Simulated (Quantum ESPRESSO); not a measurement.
# W in Quantum ESPRESSO: the effect of functional

Crystal: W.

```
W
1.0
    -1.58234    1.58234    1.58234
     1.58234   -1.58234    1.58234
     1.58234    1.58234   -1.58234
W
1
Cartesian
  0.0000 0.0000 0.0000
```

Alike in all runs:

| Quantity | Value |
| --- | --- |
| Program | Quantum ESPRESSO 7.5 |
| Task | phonon dispersion |
| Cutoff | 762 eV |
| Density cutoff | 6095 eV |
| k mesh | 12 × 12 × 12 |
| Occupations | cold, width 0.2 eV |
| Spin | no spin polarisation |

Each run relaxes the cell or the atoms first.

Task: One run gave: relaxed volume 15.43 Å³/atom; highest phonon frequency 227 cm⁻¹. Which functional did it use?
A. PBE
B. LDA
C. PBEsol

Result: B.

```tsv
functional	potentials or basis	relaxed volume (Å³/atom)	highest phonon frequency (cm⁻¹)
LDA	GBRV 1.5 LDA	15.43	227
PBE	GBRV 1.5 PBE	16.15	220
PBEsol	GBRV 1.5 PBEsol	15.71	227
```
